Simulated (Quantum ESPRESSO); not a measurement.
TiTe2:

```xyz
3
Lattice="3.7770 0.0000 0.0000 -1.8885 3.2710 0.0000 0.0000 0.0000 6.4980" Properties=species:S:1:pos:R:3 pbc="T T T"
Te    0.0000    2.1807    4.7903
Te    1.8885    1.0903    1.7077
Ti    0.0000    0.0000    0.0000
```

Base run:

| Quantity | Value |
| --- | --- |
| Program | Quantum ESPRESSO 7.5 |
| Functional | PBEsol |
| Potentials or basis | PseudoDojo 0.4 SR PBEsol stringent |
| Cutoff | 1225 eV |
| Density cutoff | 4898 eV |
| k mesh | 8 × 8 × 4 |
| Occupations | fermi-dirac, width 0.05 eV |
| Spin | no spin polarisation |

Its results: band gap on the k mesh none (metal or under the smearing width); pressure -3.5 GPa; largest force 0.126 eV/Å.

Question: After a change of settings the same cell gave: band gap on the k mesh none (metal or under the smearing width); pressure -2.2 GPa; largest force 0.108 eV/Å. Which change was it?
A. functional from PBEsol to PBE; potentials or basis from PseudoDojo 0.4 SR PBEsol stringent to SSSP 1.3 efficiency PBE; cutoff from 1225 eV to 748 eV; density cutoff from 4898 eV to 5987 eV; valence electrons from 60 to 24
B. functional from PBEsol to LDA; potentials or basis from PseudoDojo 0.4 SR PBEsol stringent to GBRV 1.5 LDA; cutoff from 1225 eV to 612 eV; valence electrons from 60 to 24
C. potentials or basis from PseudoDojo 0.4 SR PBEsol stringent to GBRV 1.5 PBEsol; cutoff from 1225 eV to 612 eV; valence electrons from 60 to 24
D. functional from PBEsol to LDA; potentials or basis from PseudoDojo 0.4 SR PBEsol stringent to PseudoDojo 0.4.1 SR LDA standard; cutoff from 1225 eV to 1143 eV; density cutoff from 4898 eV to 4572 eV; valence electrons from 60 to 44

Answer: C.

Caveats: this functional lacks dispersion, which binds the layers, so the pressure and a relaxed spacing across them are unreliable.

Not every run made on this cell is shown here.
